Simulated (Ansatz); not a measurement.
# BaTe: how the settings move a calculation

How sensitive is a calculation of BaTe to its settings? A reference run comes first, then two runs with altered input.

Computed with Ansatz 0.2.0 (reference: DFT, PBE, plane-wave PAW, default files, scalar-relativistic, unless a step's input says otherwise).

## 1. The structure to begin with

Symmetry: Fm-3m, No. 225, cubic system. The conventional cell has a = 6.820 Å, b = 6.820 Å, c = 6.820 Å, α = 90.00°, β = 90.00°, γ = 90.00°. Ba (site symmetry m-3m) has 6 Te at 3.41 Å as nearest neighbours. Around Te (site symmetry m-3m) lie 6 Ba at 3.41 Å.

As a file:

```xyz
2
Lattice="0.0000 3.4100 3.4100 3.4100 0.0000 3.4100 3.4100 3.4100 0.0000" Properties=species:S:1:pos:R:3 pbc="T T T"
Ba    0.0000    0.0000    0.0000
Te    3.4100    3.4100    3.4100
```

## 2. Baseline

input.yaml

```yaml
crystal:
  lattice:
    - [0.0, 3.41, 3.41]
    - [3.41, 0.0, 3.41]
    - [3.41, 3.41, 0.0]
  atoms:
    - { symbol: Ba, position: [0.0, 0.0, 0.0] }
    - { symbol: Te, position: [0.5, 0.5, 0.5] }
kpoints:
  mp_grid: { grid: [7, 7, 7] }
scf:
  occupations: { method: fermi_dirac, width: 0.02 }
hamiltonian:
  xc: pbe
  pseudopotentials: { kind: paw }
output:
  forces: true
  stress: true
  populations: true
  efg: { quadrupole_moments_barn: { Ba: 0.236 }, contact_densities: true }
relax:
  f_tol: 0.02
  max_steps: 60
```

The run is started by

```console
ansatz run input.yaml --threads 1 --pin off --max-ram 2560MiB --backend cpu --events-out ev --progress --plain --runs-dir out
```

## 3. Changing settings: mp_grid.shift [0.5, 0.5, 0.5], occupations.method tetrahedron_uncorrected, width left out

input.yaml: that of step 2 with these lines changed.

```diff
@@ -9,5 +9,5 @@
 kpoints:
-  mp_grid: { grid: [7, 7, 7] }
+  mp_grid: { grid: [7, 7, 7], shift: [0.5, 0.5, 0.5] }
 scf:
-  occupations: { method: fermi_dirac, width: 0.02 }
+  occupations: { method: tetrahedron_uncorrected }
 hamiltonian:
@@ -20,4 +20 @@
   efg: { quadrupole_moments_barn: { Ba: 0.236 }, contact_densities: true }
-relax:
-  f_tol: 0.02
-  max_steps: 60
```

## 4. Changing settings: occupations.method tetrahedron, lower_state_search off, width left out

input.yaml: that of step 2 with these lines changed.

```diff
@@ -11,3 +11,4 @@
 scf:
-  occupations: { method: fermi_dirac, width: 0.02 }
+  occupations: { method: tetrahedron }
+  lower_state_search: "off"
 hamiltonian:
@@ -20,4 +21,5 @@
   efg: { quadrupole_moments_barn: { Ba: 0.236 }, contact_densities: true }
-relax:
-  f_tol: 0.02
-  max_steps: 60
+  write_density: true
+  write_potential: true
+  elf: true
+  volumetric_format: npy
```

Before running it: what results should come out? Wanted: for each run, ending; energy change; pressure; gap; force.

**Answer**, as computed:

```tsv
run	ending	energy change	pressure (GPa)	gap (eV)	force (eV/Å)	cycles	time
reference	converged	0	3.8	1.48	0.00	6	5.4 s
1: mp_grid.shift [0.5, 0.5, 0.5], occupations.method tetrahedron_uncorrected, width left out	converged	-0.1 meV/atom (σ→0)	3.8	1.66	0.00	6	6.9 s
2: occupations.method tetrahedron, lower_state_search off, width left out	converged	0.0 meV/atom (σ→0)	3.8	1.48	0.00	5	4.7 s
```

Times don't compare one to one where runs were asked for different outputs or read a saved state (see the inputs); cycles may leave out searches for a lower state.

**Reading.** Of the converged runs whose energies compare with the reference's, «mp_grid.shift [0.5, 0.5, 0.5], occupations.method tetrahedron_uncorrected, width left out» moves the energy most (-0.1 meV/atom) and «occupations.method tetrahedron, lower_state_search off, width left out» least (0.0 meV/atom). The gap spans 1.48 to 1.66 eV over the reference and the converged variants (gaps read on unlike meshes, which can miss the band edges). Symmetry fixes the atoms and the cell is held, so no setting can move this relaxation.  The gap of the reference lacks spin-orbit coupling, though the cell holds Te and Ba.

These are semilocal Kohn-Sham gaps, which aren't the measured quantity. Such gaps usually fall short of the measured ones; spin-orbit coupling, left out here, narrows gaps with Te, so the two errors partly cancel.
